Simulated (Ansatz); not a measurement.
**Nb (simple hexagonal type) under strong compression**

```yaml
crystal:
  lattice:
    - [2.86426, 0.00000, 0.00000]
    - [-1.43213, 2.48052, 0.00000]
    - [0.00000, 0.00000, 2.72516]
  atoms:
    - { symbol: Nb, position: [0.00000, 0.00000, 0.00000] }
```

The cell comes from a relaxation on PAW files under the same functional, begun from a prototype that needn't be the stable phase.

Its volume is scaled, and at each volume shape and atoms are relaxed on PAW files; all methods then take that cell.

Computed with Ansatz 0.2.0; functional PBE, scalar-relativistic. Settings: a Γ-centred 15×15×14 k mesh, Fermi–Dirac smearing of 0.05 eV, no spin polarisation. Methods: LAPW: all electrons, basis error target 1 meV/atom; PAW: frozen-core files, cutoff 420 eV; crystal datasets: all electrons, by PAW datasets that the program makes for each cell; norm-conserving: pseudopotentials, cutoff 1116 eV; PAW (cutoff 1000 eV): frozen-core files, cutoff 1000 eV.

Energies are extrapolated to zero smearing and count from the unscaled cell; pressure is positive in compression; gaps take the mesh and a band path. No temperature or zero-point motion is included.

The structure type is held throughout; the real material can change phase at far lower pressure.

```csv
V/V0,V (Å³/atom),P LAPW (GPa),ΔE LAPW (eV/atom),P PAW − LAPW (GPa),ΔE PAW − LAPW (meV/atom),space group,shortest distance (Å)
1.00,19.36,0.00,0.000,0.00,0.0,P6/mmm,2.725
0.95,18.39,8.18,0.023,0.00,0.0,P6/mmm,2.677
0.85,16.46,31.9,0.253,-0.01,0.0,P6/mmm,2.578
0.75,14.52,71.6,0.856,-0.02,-0.2,P6/mmm,2.470
0.65,12.59,141.4,2.102,-0.09,-0.7,P6/mmm,2.353
0.55,10.65,268.2,4.494,-0.25,-2.8,P6/mmm,2.227
0.45,8.71,538.6,9.164,-0.90,-8.8,P6/mmm,2.072
0.40,7.74,778.9,?,-1.43,-15.7,P6/mmm,1.988
```

(1) What belongs in the row "0.40", column "ΔE LAPW (eV/atom)"?

(2) Fit the Vinet equation to the LAPW pressures over the whole range, with residuals weighted by 1/(|P| + 0.03·Pmax).

(3) From the table, what is the rise of the enthalpy H = E + pV up to the last row, and how stiff is the crystal between the last two rows?

(4) At the smallest volume, how far do crystal datasets and norm-conserving and PAW (cutoff 1000 eV) lie from LAPW in pressure?

(5) How do the Löwdin populations by LAPW change from the unscaled cell to the last row?

## Answers

(1) 13.080.

(2) V0 = 19.40 Å³/atom, B0 = 131 GPa and B0′ = 4.51, and the fit misses no point by more than 14 GPa. A fit over so wide a range pins B0 less well than one near rest.

(3) ΔH = 13.080 eV + (778.9 GPa × 7.74 Å³ − 0.00 GPa × 19.36 Å³) × 0.006242 eV/(GPa·Å³) = 50.73 eV/atom, of which pV makes 74 %. The mean bulk modulus there is −ΔP/Δln V = 2040 GPa.

(4) crystal datasets: +0.01 GPa; norm-conserving: -1.58 GPa; PAW (cutoff 1000 eV): -1.47 GPa, on a LAPW pressure of 778.9 GPa.

(5) Nb 4s 1.93 → 1.76, Nb 5s 0.71 → 0.37, Nb 4p 5.97 → 5.73, Nb 4d 4.34 → 5.08 electrons an atom. These are projections on the shells that the free atoms fill; 0.05 e a cell lies outside them at the start and 0.08 e at the end.
